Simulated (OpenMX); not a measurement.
Set up this calculation in OpenMX 3.8.5, as the native input.

- Task: band structure
- Functional: PBE
- Potentials or basis: OpenMX 2013 PBE set, Mo7.0-s3p2d2, S7.0-s2p2d1f1, grid cutoff 400 Ry
- k mesh: 7 × 7 × 7
- Occupations: fermi-dirac, width 0.05 eV
- Spin: non-collinear spin, zero start
- Starting moments: [[0.0, 0.0, 0.0], [0.0, 0.0, 0.0], [0.0, 0.0, 0.0]] μB
- Mixing scheme: rmm-diisk
- SCF threshold: 1e-07 Ha
- Solver: band
- Max SCF cycles: 160

MoS2:

```xyz
3
Lattice="1.5800 0.9122 6.1500 -1.5800 0.9122 6.1500 0.0000 -1.8244 6.1500" Properties=species:S:1:pos:R:3 pbc="T T T"
Mo    0.0000    0.0000    0.0000
S     0.0000    0.0000    7.6936
S     0.0000    0.0000    4.6125
```

Measurements of this composition are mostly on another form, of space group No. 194.

These files were run (other wordings do the same):

MoS2.dat

```
System.CurrrentDirectory             ./
System.Name                          MoS2
DATA.PATH                            ./DFT_DATA13
level.of.stdout                      1
level.of.fileout                     0
Species.Number                       2
<Definition.of.Atomic.Species
  Mo  Mo7.0-s3p2d2           Mo_PBE13
  S   S7.0-s2p2d1f1          S_PBE13
Definition.of.Atomic.Species>

Atoms.Number                         3
Atoms.SpeciesAndCoordinates.Unit     FRAC
<Atoms.SpeciesAndCoordinates
    1  Mo    0.0000000000    0.0000000000    0.0000000000   7.000  7.000     0.00    0.00    0.00    0.00  0  off
    2  S     0.4170000000    0.4170000000    0.4170000000   3.000  3.000     0.00    0.00    0.00    0.00  0  off
    3  S     0.2500000000    0.2500000000    0.2500000000   3.000  3.000     0.00    0.00    0.00    0.00  0  off
Atoms.SpeciesAndCoordinates>

Atoms.UnitVectors.Unit               Ang
<Atoms.UnitVectors
     1.5800000000    0.9122134253    6.1500000000
    -1.5800000000    0.9122134253    6.1500000000
     0.0000000000   -1.8244268506    6.1500000000
Atoms.UnitVectors>

scf.XcType                           GGA-PBE
scf.SpinPolarization                 nc
scf.ElectronicTemperature            580.226
scf.energycutoff                     400.0
scf.maxIter                          160
scf.EigenvalueSolver                 band
scf.Kgrid                            7 7 7
scf.Mixing.Type                      rmm-diisk
scf.Init.Mixing.Weight               0.01
scf.Min.Mixing.Weight                0.001
scf.Max.Mixing.Weight                0.2
scf.Mixing.History                   40
scf.Mixing.StartPulay                15
scf.criterion                        1.0e-7
MD.Type                              nomd
Band.dispersion                      on
Band.Nkpath                          9
<Band.kpath
   10   0.000000  0.000000  0.000000    0.500000  0.000000  0.000000  G L
    6   0.500000  0.000000  0.000000    0.500000  0.181334 -0.181334  L B1
   10   0.818666  0.500000  0.181334    0.500000  0.500000  0.500000  B Z
    4   0.500000  0.500000  0.500000    0.000000  0.000000  0.000000  Z G
   11   0.000000  0.000000  0.000000    0.340667  0.000000 -0.340667  G X
    5   0.659333  0.340667  0.000000    0.500000  0.500000  0.000000  Q F
    4   0.500000  0.500000  0.000000    0.659333  0.659333  0.181334  F P1
    9   0.659333  0.659333  0.181334    0.500000  0.500000  0.500000  P1 Z
    4   0.500000  0.000000  0.000000    0.818666  0.340667  0.340667  L P
Band.kpath>
```

Potentials or basis: OpenMX 2013 PBE set, Mo7.0-s3p2d2, S7.0-s2p2d1f1, grid cutoff 400 Ry.

Run with:

```console
$ openmx MoS2.dat -nt 1 > MoS2.std
```

Results of the run:

```yaml
Largest_force: 1.030 eV/Å
Band_gap_on_the_k_mesh: 1.09 eV, indirect (least direct gap 2.14 eV)
Band_gap_along_the_path: 0.90 eV, indirect (least direct gap 1.71 eV)
Net_moment: 0.00 μB per cell
Mulliken_charges: Mo +0.33; S -0.16, -0.17 e
```

Caveat: Mulliken charges move with the basis; the mesh misses the band edges, which the band path finds closer together; the basis of atomic orbitals isn't converged, which shifts pressures, moduli and gaps; forces of over 1 eV/Å show positions far from the minimum, so gaps and moduli don't describe the material at rest.

Run time: 6.9 min on 1 thread of Arm Neoverse V1, with other jobs on the host, peak memory 0.67 GiB.
